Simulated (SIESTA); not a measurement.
CdF2:

```
Cd F
1.0
     0.00000    2.69400    2.69400
     2.69400    0.00000    2.69400
     2.69400    2.69400    0.00000
Cd F
1 2
Direct
  0.00000 0.00000 0.00000
  0.75000 0.75000 0.75000
  0.25000 0.25000 0.25000
```

Base run:

- Program: SIESTA 5.4.2
- Functional: PBEsol
- Potentials or basis: PseudoDojo 0.4 standard (PBEsol files)
- Basis: DZP (energy shift 0.003 Ry; two zetas on semicore shells)
- Grid cutoff: 800 Ry
- Energy shift: 0.003 Ry
- k mesh: 9 × 9 × 9
- Occupations: fermi-dirac, width 0.05 eV
- Spin: no spin polarisation

Its results: band gap on the k mesh 2.99 eV, indirect (least direct gap 3.47 eV); pressure 0.0 GPa.

Q: The run is repeated on the same cell with these changes: functional from PBEsol to LDA; potentials or basis from PseudoDojo 0.4 standard (PBEsol files) to PseudoDojo 0.4 standard (LDA files). What comes out?

A: Band gap on the k mesh 2.87 eV, indirect (least direct gap 3.33 eV); pressure -5.4 GPa.

Caveats: the basis of atomic orbitals isn't converged, which shifts pressures, moduli and gaps.
